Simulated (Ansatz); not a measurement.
## MgO: equation of state with PBEsol

MgO:

```xyz
2
Lattice="0.0000 2.0970 2.0970 2.0970 0.0000 2.0970 2.0970 2.0970 0.0000" Properties=species:S:1:pos:R:3 pbc="T T T"
Mg    0.0000    0.0000    0.0000
O     2.0970    2.0970    2.0970
```

The cell is a database's computed one.

```json
{"Program": "Ansatz 0.2.0", "Task": "equation of state", "Functional": "PBEsol", "Potentials or basis": "all-electron LAPW, scalar-relativistic", "Basis error allowed": "0.0005 eV/atom", "k mesh": "11 × 11 × 11", "Occupations": "fermi-dirac, width 0.05 eV", "Spin": "no spin polarisation"}
```

```
Equilibrium volume                      : 9.36 Å³/atom
Bulk modulus                            : 157 GPa
Pressure derivative of the bulk modulus : 4.1
```

Energy against volume, from the lowest point:
```csv
volume (Å³/atom),energy (meV/atom)
8.668,28.43
8.853,14.69
9.037,5.67
9.221,0.91
9.406,0.00
9.590,2.57
9.775,8.30
```

All runs of the series together: 43 s on 1 thread of Arm Neoverse V2, with other jobs on the host.
